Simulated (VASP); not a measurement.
# BaTiO3 (Pm-3m) in VASP: notebook

The runs below take BaTiO3 through single point, with LDA.

Everything below comes from runs of VASP 6.6.1. Logs are shortened: lines on timing, memory, paths and dates and some standing lists are left out, and cuts for length are marked.

### 1 The crystal as given

Symmetry: Pm-3m, No. 221, cubic system. The conventional cell has a = 4.006 Å, b = 4.006 Å, c = 4.006 Å, α = 90.00°, β = 90.00°, γ = 90.00°. Ba (site symmetry m-3m) has 12 O at 2.83 Å as nearest neighbours. Around Ti (site symmetry m-3m) lie 6 O at 2.00 Å. Around O (site symmetry 4/mmm) lie 2 Ti at 2.00 Å.

### 2 Single point, LDA

Contents of INCAR:

```
PREC = Accurate
ENCUT = 520
EDIFF = 1E-7
ISMEAR = 0
SIGMA = 0.05
LREAL = False
LASPH = True
NELM = 100
ALGO = Normal
ISIF = 2
LWAVE = False
LCHARG = False
GGA = CA
ADDGRID = False
```

Contents of KPOINTS:

```
Automatic mesh
0
Gamma
  2 2 2
```

Contents of POSCAR:

```
BaTiO3
1.0
    4.0060000000      0.0000000000      0.0000000000
    0.0000000000      4.0060000000      0.0000000000
    0.0000000000      0.0000000000      4.0060000000
Ba Ti O
1 1 3
Direct
    0.4701120000      0.5031600000      0.5056990000
   -0.0202070000      0.0016430000     -0.0204470000
   -0.0270160000     -0.0188640000      0.5097340000
   -0.0003670000      0.4971430000     -0.0056670000
    0.4958670000     -0.0087980000      0.0064420000
```

Potentials or basis: VASP PAW LDA potentials, release 64 (Ba_sv, Ti_sv, O).

The run is started by

```
$ cat potpaw_LDA.64/Ba_sv/POTCAR potpaw_LDA.64/Ti_sv/POTCAR potpaw_LDA.64/O/POTCAR > POTCAR
$ mpirun -np 1 vasp_std > vasp.out
```

OUTCAR:

```text
PREC = Accurate
   ENCUT = 520
   EDIFF = 1E-7
   ISMEAR = 0
   LREAL = False
   LASPH = True
   NELM = 100
   ISIF = 2
   GGA = CA

 Found      8 irreducible k-points:

 Following reciprocal coordinates:
            Coordinates               Weight
  0.000000  0.000000  0.000000      1.000000
  0.500000  0.000000  0.000000      1.000000
  0.000000  0.500000  0.000000      1.000000
  0.000000  0.000000  0.500000      1.000000
  0.500000  0.500000  0.000000      1.000000
  0.000000  0.500000  0.500000      1.000000
   k-points           NKPTS =      8   k-points in BZ     NKDIM =      8   number of bands    NBANDS=     24
   number of dos      NEDOS =    301   number of ions     NIONS =      5
   total plane-waves  NPLWV =  27000
   dimension x,y,z NGX =    30 NGY =   30 NGZ =   30
   dimension x,y,z NGXF=    60 NGYF=   60 NGZF=   60
   ions per type =               1   1   3
   NGX,Y,Z   is equivalent  to a cutoff of  12.45, 12.45, 12.45 a.u.
   NGXF,Y,Z  is equivalent  to a cutoff of  24.90, 24.90, 24.90 a.u.
 SYSTEM =  unknown system
   PREC   = accura    normal or accurate (medium, high low for compatibility)
   ISTART =      0    job   : 0-new  1-cont  2-samecut
   ICHARG =      2    charge: 1-file 2-atom 10-const
   ISPIN  =      1    spin polarized calculation?
   LNONCOLLINEAR =      F non collinear calculations
   LSORBIT =      F    spin-orbit coupling
   LASPH  =      T    aspherical Exc in radial PAW
   ENCUT  =  520.0 eV  38.22 Ry    6.18 a.u.   7.45  7.45  7.45*2*pi/ulx,y,z
   NELM   =    100;   NELMIN=  2; NELMDL= -5     # of ELM steps
   EDIFF  = 0.1E-06   stopping-criterion for ELM
   LREAL  =      F    real-space projection
   EDIFFG = 0.1E-05   stopping-criterion for IOM
   NSW    =      0    number of steps for IOM
   IBRION =     -1    ionic relax: 0-MD 1-quasi-New 2-CG
   NFREE  =      0    steps in history (QN), initial steepest desc. (CG)
   ISIF   =      2    stress and relaxation
   ISYM   =      2    0-nonsym 1-usesym 2-fastsym
   POTIM  = 0.5000    time-step for ionic-motion
   TEBEG  =    0.0;   TEEND  =   0.0 temperature during run
   PSTRESS=    0.0 pullay stress
   NELECT =      40.0000    total number of electrons
   NUPDOWN=      -1.0000    fix difference up-down
   EMIN   =  10.00;   EMAX   =-10.00  energy-range for DOS
   EFERMI =   0.00;   METHOD = LEGACY
   ISMEAR =     0;   SIGMA  =   0.05  broadening in eV -4-tet -1-fermi 0-gaus
   EFERMI_NEDOS =   21; number of points for ismear=-14 and -15
   IALGO  =     38    algorithm
   IMIX   =      4    mixing-type and parameters
     AMIX     =   0.40;   BMIX     =  1.00
     AMIX_MAG =   1.60;   BMIX_MAG =  1.00
  volume/ion in A,a.u.               =      12.86        86.77
  Fermi-wavevector in a.u.,A,eV,Ry     =   1.397603  2.641087 26.576187  1.953295
  Thomas-Fermi vector in A             =   2.520843
   LORBIT       =      0    0 simple, 1 ext, 2 COOP (PROOUT), +10 PAW based schemes
   GGA     = CA    functional components
   LHFCALC =     F    Hartree Fock is set to
   AEXX    =    0.0000 exact exchange contribution
   IVDW    =     0    specifies the selected vdW correction
   LEPSILON=     F    determine dielectric tensor
   LRPA    =     F    only Hartree local field effects (RPA)
 non-spin polarized calculation
 Gauss-broadening in eV      SIGMA  =   0.05
  energy-cutoff  :      520.00
  volume of cell :       64.29
 maximum number of plane-waves:      1750
 NGX is ok and might be reduce to    30
   NGX = 15   NGY = 15   NGZ = 15

 number of electron      40.0000005 magnetization

 Free energy of the ion-electron system (eV)
  ---------------------------------------------------
  ext. energy  EPLUGINS =         0.00000000
  ---------------------------------------------------
  free energy    TOTEN  =       -43.44904491 eV

  energy without entropy =      -43.44904491  energy(sigma->0) =      -43.44904491

 E-fermi :   3.9940     XC(G=0): -11.7154

 val. band max:        3.5988676226   @ k =   0.5000   0.5000   0.5000
 cond. band min:       5.1920929931   @ k =   0.0000   0.0000   0.0000
 fundamental gap:      1.5932253705
 Fermi energy:         3.9939918562

 k-point     1 :       0.0000    0.0000    0.0000
  band No.  band energies     occupation
      1     -52.4982      2.00000
      2     -29.1330      2.00000
      3     -29.1109      2.00000
      4     -29.1076      2.00000
      5     -21.1527      2.00000
      6     -13.0069      2.00000
[... 16 lines left out ...]
     23       5.3772      0.00000
     24       7.4038      0.00000

 k-point     2 :       0.5000    0.0000    0.0000
  band No.  band energies     occupation
      1     -52.4972      2.00000
      2     -29.1631      2.00000
      3     -29.1301      2.00000
      4     -29.1056      2.00000
      5     -21.0304      2.00000
      6     -13.2784      2.00000
[... 16 lines left out ...]
     23       6.9521      0.00000
     24       7.4547      0.00000

 k-point     3 :       0.0000    0.5000    0.0000
  band No.  band energies     occupation
      1     -52.4972      2.00000
      2     -29.1594      2.00000
      3     -29.1306      2.00000
      4     -29.1088      2.00000
      5     -21.0311      2.00000
      6     -13.2778      2.00000
[... 16 lines left out ...]
     23       6.9350      0.00000
     24       7.4783      0.00000

 k-point     4 :       0.0000    0.0000    0.5000
  band No.  band energies     occupation
      1     -52.4972      2.00000
      2     -29.1843      2.00000
      3     -29.1092      2.00000
      4     -29.1055      2.00000
      5     -21.0305      2.00000
      6     -13.2331      2.00000
[... 16 lines left out ...]
     23       6.9500      0.00000
     24       7.4078      0.00000

 k-point     5 :       0.5000    0.5000    0.0000
  band No.  band energies     occupation
      1     -52.4961      2.00000
      2     -29.1597      2.00000
      3     -29.1556      2.00000
      4     -29.1277      2.00000
      5     -20.9524      2.00000
      6     -12.7137      2.00000
[... 16 lines left out ...]
     23       7.2727      0.00000
     24       8.2019      0.00000

 k-point     6 :       0.0000    0.5000    0.5000
  band No.  band energies     occupation
      1     -52.4961      2.00000
      2     -29.1808      2.00000
      3     -29.1555      2.00000
      4     -29.1071      2.00000
      5     -20.9521      2.00000
      6     -12.6053      2.00000
[... 16 lines left out ...]
     23       7.3057      0.00000
     24       8.2155      0.00000

 [... further k-points ...]
[... 5 lines left out ...]
  --------------------------------------------------------------------------------------
  -------------------------------------------------------------------------------------
  Total       -1.6850748     -1.8867473     -1.0484216     -0.1056064     -0.1460687     -0.1728497
  in kB      -41.9949380    -47.0209585    -26.1284531     -2.6318928     -3.6402804     -4.3077090
  external PRESSURE =     -38.3814499 kB  Pullay stress =       0.0000000 kB

 VOLUME and BASIS-vectors are now :
 -----------------------------------------------------------------------------
  energy-cutoff  :      520.00
  volume of cell :       64.29
      direct lattice vectors                 reciprocal lattice vectors
     4.006000000  0.000000000  0.000000000     0.249625562  0.000000000  0.000000000
     0.000000000  4.006000000  0.000000000     0.000000000  0.249625562  0.000000000
     0.000000000  0.000000000  4.006000000     0.000000000  0.000000000  0.249625562

 POSITION                                       TOTAL-FORCE (eV/Angst)
 -----------------------------------------------------------------------------------
      1.88327      2.01566      2.02583         0.282352     -0.090356     -0.430798
      3.92505      0.00658      3.92409        -1.269129      0.817131     -1.588179
      3.89777      3.93043      2.04199         0.299360      0.000565      0.911466
      4.00453      1.99155      3.98330         0.372416     -0.756412      0.537995
      1.98644      3.97076      0.02581         0.315002      0.029071      0.569517
 -----------------------------------------------------------------------------------
    total drift:                               -0.000774     -0.000718     -0.000315

  FREE ENERGIE OF THE ION-ELECTRON SYSTEM (eV)
  ---------------------------------------------------
  free  energy   TOTEN  =       -43.4490449063 eV

  energy  without entropy=      -43.4490449063  energy(sigma->0) =      -43.44904491
```

OSZICAR:

```text
N       E                     dE             d eps       ncg     rms          rms(c)
DAV:   1     0.428169138890E+03    0.42817E+03   -0.20365E+04   384   0.175E+03
DAV:   2    -0.107027836452E+02   -0.43887E+03   -0.43194E+03   480   0.473E+02
DAV:   3    -0.528803171287E+02   -0.42178E+02   -0.40224E+02   504   0.141E+02
DAV:   4    -0.544667854762E+02   -0.15865E+01   -0.15856E+01   576   0.265E+01
DAV:   5    -0.545137541421E+02   -0.46969E-01   -0.46966E-01   520   0.384E+00    0.228E+01
DAV:   6    -0.437507224704E+02    0.10763E+02   -0.75626E+01   520   0.753E+01    0.100E+01
DAV:   7    -0.436789403288E+02    0.71782E-01   -0.11667E+01   456   0.254E+01    0.625E+00
DAV:   8    -0.434576860131E+02    0.22125E+00   -0.13564E+00   440   0.106E+01    0.251E+00
DAV:   9    -0.434579495608E+02   -0.26355E-03   -0.22457E-01   528   0.318E+00    0.105E+00
DAV:  10    -0.434519593031E+02    0.59903E-02   -0.72370E-02   488   0.254E+00    0.464E-01
DAV:  11    -0.434492806160E+02    0.26787E-02   -0.15921E-02   536   0.931E-01    0.108E-01
DAV:  12    -0.434490555771E+02    0.22504E-03   -0.18511E-03   472   0.341E-01    0.431E-02
DAV:  13    -0.434490473044E+02    0.82727E-05   -0.24161E-04   552   0.133E-01    0.138E-02
DAV:  14    -0.434490454513E+02    0.18530E-05   -0.38752E-05   520   0.578E-02    0.885E-03
DAV:  15    -0.434490451335E+02    0.31783E-06   -0.11250E-05   512   0.272E-02    0.315E-03
DAV:  16    -0.434490449164E+02    0.21710E-06   -0.11450E-06   488   0.971E-03    0.985E-04
DAV:  17    -0.434490449063E+02    0.10141E-07   -0.70011E-08   240   0.230E-03
   1 F= -.43449045E+02 E0= -.43449045E+02  d E =-.266646E-29
```

Wall time 16 s (1 thread of AMD EPYC 7R13 (Zen 3), shared host); peak memory 0.12 GiB.

The run converged, but some of its settings lie outside the range that counts as converged, so its numbers aren't taken as properties of the crystal.

Results:

| Property | Result |
| --- | --- |
| Free energy | -43.4490 eV |
| Pressure | -3.8 GPa |
| Largest force | 2.191 eV/Å |
| Band gap on the k mesh | 1.59 eV, indirect (least direct gap 1.88 eV) |

Caveat: the k mesh is coarse (spacing up to 0.78 Å⁻¹), so the values aren't converged; spin-orbit coupling is left out, which moves the levels of the heavy elements.

### 3 Single point, LDA

Edit INCAR of step 2 so:

```diff
@@ -1,3 +1,3 @@
 PREC = Accurate
-ENCUT = 520
+ENCUT = 650
 EDIFF = 1E-7
```

KPOINTS is that of step 2.

Contents of POSCAR:

```
BaTiO3
1.0
    4.0060000000      0.0000000000      0.0000000000
    0.0000000000      4.0060000000      0.0000000000
    0.0000000000      0.0000000000      4.0060000000
Ba Ti O
1 1 3
Direct
    0.5000000000      0.5000000000      0.5000000000
    0.0000000000      0.0000000000      0.0000000000
    0.0000000000      0.0000000000      0.5000000000
    0.0000000000      0.5000000000      0.0000000000
    0.5000000000      0.0000000000      0.0000000000
```

Potentials or basis: VASP PAW LDA potentials, release 64 (Ba_sv, Ti_sv, O).

The run is started by

```
$ cat potpaw_LDA.64/Ba_sv/POTCAR potpaw_LDA.64/Ti_sv/POTCAR potpaw_LDA.64/O/POTCAR > POTCAR
$ mpirun -np 1 vasp_std > vasp.out
```

It took 13 s on 1 thread of AMD EPYC 7R13 (Zen 3), shared host; peak memory 0.15 GiB.

These settings aren't checked as converged: the numbers below hold their error.

Results:

| Quantity | Value |
| --- | --- |
| Free energy | -43.3128 eV |
| Pressure | -5.0 GPa |
| Band gap on the k mesh | 1.27 eV, indirect (least direct gap 1.41 eV) |

Caveat: the k mesh is coarse (spacing up to 0.78 Å⁻¹), so the values aren't converged; spin-orbit coupling is left out, which moves the levels of the heavy elements.
